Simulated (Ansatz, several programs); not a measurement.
CsI in the CsCl-type structure, relaxed with PBE in Ansatz (plane waves, PAW): it is cubic, Pm-3m (No. 221); conventional cell a = 4.666 Å, 50.78 Å³ an atom. Around Cs lie 8 I at 4.04 Å; around I lie 8 Cs at 4.04 Å. The cell was then scaled with its shape and fractional coordinates held. No spin polarisation and no zero-point or thermal motion.

```csv
V (Å³/atom),E (meV/atom)
47.730,6.77
50.777,0.00
52.300,1.16
53.823,4.70
```

Q: Pass a cubic E = c₀ + c₁u + c₂u² + c₃u³, with u = V − 51.158 Å³, through these points.

A: c₀ = 0.04, c₁ = +0.335, c₂ = 0.592, c₃ = -0.0229 (meV and Å³).

Q: Where is the minimum, and what bulk modulus follows?

A: dE/du = 0 at u = -0.278, so V₀ = 50.88 Å³. B = V₀ d²E/dV² = 50.88 × (2c₂ + 6c₃u) = 50.88 × 1.222 = 62 meV/Å³, and 1 meV/Å³ is 0.16022 GPa: 10 GPa. A third-order Birch-Murnaghan fit to all five points gives 50.87 Å³ and 10 GPa.

Q: Predict the energy and the pressure at the withheld volume, 49.254 Å³.

A: With u = -1.904: E ≈ 1.71 meV and P = −dE/dV ≈ +0.35 GPa. The run gives 1.68 meV and, from its stress, +0.35 GPa.
